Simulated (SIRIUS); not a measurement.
## CuO under changes of volume

One of the cells (8.482 Å³/atom); the others are scaled copies at fixed shape and fractional positions:

```
Cu O
1.0
     2.56946    0.00000    0.00000
     0.00000    2.56946    0.00000
     0.00000    0.00000    2.56946
Cu O
1 1
Direct
  0.00000 0.00000 0.00000
  0.50000 0.50000 0.50000
```

Measurements of this composition are mostly on another form, of space group No. 15.

* Program: SIRIUS 7.10.0
* Functional: PBE
* Potentials or basis: PseudoDojo 0.4.1 PBE standard (scalar relativistic)
* Cutoff: 1254 eV
* Density cutoff: 5016 eV
* k mesh: 10 × 10 × 10
* Occupations: fermi-dirac, width 0.05 eV
* Spin: no spin polarisation

```csv
volume (Å³/atom),energy over the lowest point (meV/atom),pressure (GPa)
7.817,132.43,39.3
7.983,95.41,32.4
8.149,?,?
8.482,22.64,15.5
8.648,9.08,11.0
8.815,0.00,6.9
```

Task: What does the run at 8.149 Å³/atom give?

Result: Energy over the lowest point 65.22 meV/atom; pressure 26.2 GPa.

Worked out: A Birch-Murnaghan fit of order 3 (a polynomial in V^(-2/3)) to the other rows has no minimum within the range. It gives 65.25 meV/atom at 8.149 Å³/atom, against the run's 65.22, and -dE/dV = 26.0 GPa, against 26.2.

Energies are extrapolated to zero smearing.

Caveats: an odd number of electrons without spin polarisation forces a metal; a magnetic or distorted state may lie lower; the run has no spin polarisation, though such a crystal can be magnetic.
